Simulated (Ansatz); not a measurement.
## Yb, space group Im-3m: a single point

Run with Ansatz 0.2.0, Python API.

`scf.py`:
```python
import sys

import ansatz as az
import numpy as np

structure = (
    az.Lattice.of([-2.151483, 2.151483, 2.151483], [2.151483, -2.151483, 2.151483], [2.151483, 2.151483, -2.151483])
    .atom('Yb', [0.0, 0.0, 0.0])
)

calculation = (
    structure.calculation()
    .functional('PBE')
    .kpoints(4, 4, 4)
    .occupations('fermi_dirac')
    .scf(tolerance=1e-08, lower_state_search='standard')
    .band_table()
    .forces()
    .stress()
    .potential()
)
try:
    out = calculation.run(threads=1)
except az.NonConvergedError as error:
    sys.exit(f'no convergence: {error}')
except az.RefusalError as error:
    sys.exit(f'input refused: {error}')
rep = out.report

print(f'free energy      {rep["free_energy_ev"]:.5f} eV')
print(f'per atom         {rep["free_energy_ev"] / len(out.lattice.sites):.5f} eV')
print(f'SCF iterations   {rep["n_iterations"]}  (converged: {rep["converged"]})')

gap = None if 'band_edges_ev' not in rep else rep['band_edges_ev'][1] - rep['band_edges_ev'][0]
print('gap on the k mesh:', 'none reported' if gap is None else f'{gap:.3f} eV')

if out.unlabelled_reasons:
    print('not a label:', out.unlabelled_reasons)
else:
    print(out.training_frame().splitlines()[0], 'atoms in the frame')

print('forces (eV/A)')
for site, force in zip(out.lattice.sites, rep['forces_ev_ang']):
    print(f'  {site.symbol:2s} {force[0]:9.4f} {force[1]:9.4f} {force[2]:9.4f}')

sigma = rep['stress_gpa']
voigt = [sigma[0][0], sigma[1][1], sigma[2][2], sigma[1][2], sigma[0][2], sigma[0][1]]
print('stress xx yy zz yz xz xy (GPa):', ' '.join(f'{s:.3f}' for s in voigt))
print('P =', round(10 * float(np.mean(voigt[:3])), 2), 'kbar')

v = out.potential()
line = v.v_es_ev.mean(axis=(0, 1))
print('planar mean of the electrostatic potential along the third grid axis (eV):')
print(np.round(line[:: max(len(line) // 12, 1)], 3))
```

```console
$ python scf.py
DeckWarning: basis.ecutwfc = 420 eV, auto-derived from the records' recommended cutoffs: set by Yb (normal level)
DeckWarning: output.stress: scf.convergence.dr2_threshold = 1e-8 eV is looser than the 1e-10 eV advised for a printed stress (1e-10 eV for each atom of the cell: 1). What an SCF threshold leaves in a [...]
free energy      -13795.04173 eV
per atom         -13795.04173 eV
SCF iterations   7  (converged: True)
gap on the k mesh: none reported
1 atoms in the frame
forces (eV/A)
  Yb   -0.0000    0.0000   -0.0000
stress xx yy zz yz xz xy (GPa): -2.221 -2.221 -2.221 -0.000 -0.000 -0.000
P = -22.21 kbar
planar mean of the electrostatic potential along the third grid axis (eV):
[-1.847 -0.732  2.063  5.431  8.392  9.988 10.544 10.359  9.374  7.033
  3.737  0.525 -1.559]
```
(Warnings from the package without file and line, shortened.)

Notes:
- The settings weren't tested for convergence.
- Semilocal functionals put the nearly full 4f shell of Yb too close to the Fermi level.
- For a metal this mesh is far too coarse, so the numbers only illustrate the procedure.
- This isn't the structure that Yb takes at ambient conditions.
- Gaps and levels are Kohn-Sham values on a finite set of k-points, without spin-orbit coupling.

(Lines on the test bed's own set-up are left out of the output.)
